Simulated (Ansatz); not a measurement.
Crystal: Fe.

```
CELL_PARAMETERS angstrom
-1.44300 1.44300 1.44300
1.44300 -1.44300 1.44300
1.44300 1.44300 -1.44300
ATOMIC_POSITIONS crystal
Fe 0.00000 0.00000 0.00000
```

| Quantity | Value |
| --- | --- |
| Program | Ansatz 0.2.0 |
| Task | relaxation of cell and atoms |
| Functional | revPBE |
| Dispersion | D4 |
| Potentials or basis | all-electron LAPW, scalar-relativistic |
| Basis error allowed | 0.001 eV/atom |
| k mesh | 13 × 13 × 13 |
| Occupations | fermi-dirac, width 0.05 eV |
| Spin | collinear spin, ferromagnetic start |
| Starting moments | [3.0] μB |

At the start: volume 12.02 Å³/atom.

**Question.** How do energy, volume and symmetry change on relaxing?

**Answer.** Over 6 steps the energy falls by 43.3 meV/atom and the volume is 11.07 Å³/atom (-7.9 %); space group Im-3m (No. 229, to 0.05 Å); moment 2.10 μB per cell.

Step by step:
```tsv
step	energy change (eV)	largest force (eV/Å)	volume (Å³)
1	0.0000	0.0000	12.02
2	-0.0349	0.0000	11.46
3	-0.0418	0.0000	10.91
4	-0.0433	0.0000	11.07
5	-0.0433	0.0000	11.07
6	-0.0433	0.0000	11.07
```

Final structure:
```
Fe
1.0
    -1.40407    1.40407    1.40407
     1.40407   -1.40407    1.40407
     1.40407    1.40407   -1.40407
Fe
1
Direct
  0.00000 0.00000 0.00000
```
